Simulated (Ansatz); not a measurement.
Crystal: Br.

```
CELL_PARAMETERS angstrom
-1.42349 1.42349 3.57752
1.42349 -1.42349 3.57752
1.42349 1.42349 -3.57752
ATOMIC_POSITIONS crystal
Br 0.00000 0.00000 0.00000
```

- Program: Ansatz 0.2.0
- Task: single point
- Functional: PBE
- Potentials or basis: all-electron LAPW, scalar-relativistic
- Cutoff: 184 eV (chosen from the basis error)
- Basis error allowed: 0.001 eV/atom
- k mesh: 13 × 13 × 13
- Occupations: fermi-dirac, width 0.05 eV
- Spin: no spin polarisation

On this cell: pressure 1.4 GPa; band gap on the k mesh none (metal or under the smearing width).

The same run follows on a disturbed copy (cell strained at random at fixed volume):

```
CELL_PARAMETERS angstrom
-1.37086 1.42822 3.50710
1.54394 -1.43502 3.57868
1.34378 1.40794 -3.50981
ATOMIC_POSITIONS crystal
Br 0.01208 0.00474 0.01896
```

What changes?

The energy (extrapolated to zero smearing) moves by +4.5 meV/atom; pressure 1.0 GPa; band gap on the k mesh none (metal or under the smearing width).

Stress tensor (GPa, compression positive):
```
-0.11  0.10 -0.24
 0.10  1.13  0.00
-0.24  0.00  1.90
```

Caveats: an odd number of electrons without spin polarisation forces a metal; a magnetic or distorted state may lie lower.
